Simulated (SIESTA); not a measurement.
Pb:

```
Pb
1.0
     0.00000    2.47502    2.47502
     2.47502    0.00000    2.47502
     2.47502    2.47502    0.00000
Pb
1
Direct
  0.00000 0.00000 0.00000
```

Base run:

| Item | Value |
| --- | --- |
| Program | SIESTA 5.4.2 |
| Functional | PBE |
| Potentials or basis | PseudoDojo 0.4 standard (PBE files) |
| Basis | SZ (energy shift 0.002 Ry) |
| Grid cutoff | 500 Ry |
| Energy shift | 0.002 Ry |
| k mesh | 9 × 9 × 9 |
| Occupations | fermi-dirac, width 0.05 eV |
| Spin | no spin polarisation |

Its results: band gap on the k mesh none (metal or under the smearing width); pressure 6.4 GPa.

Question: The run is repeated on the same cell with these changes: basis from SZ (energy shift 0.002 Ry) to SZ (energy shift 0.01 Ry); energy shift from 0.002 Ry to 0.01 Ry. What comes out?

Answer: Band gap on the k mesh none (metal or under the smearing width); pressure 3.8 GPa.

Caveats: the basis has no polarisation orbitals; spin-orbit coupling is left out, which moves the levels of the heavy elements; the basis of atomic orbitals isn't converged, which shifts pressures, moduli and gaps.
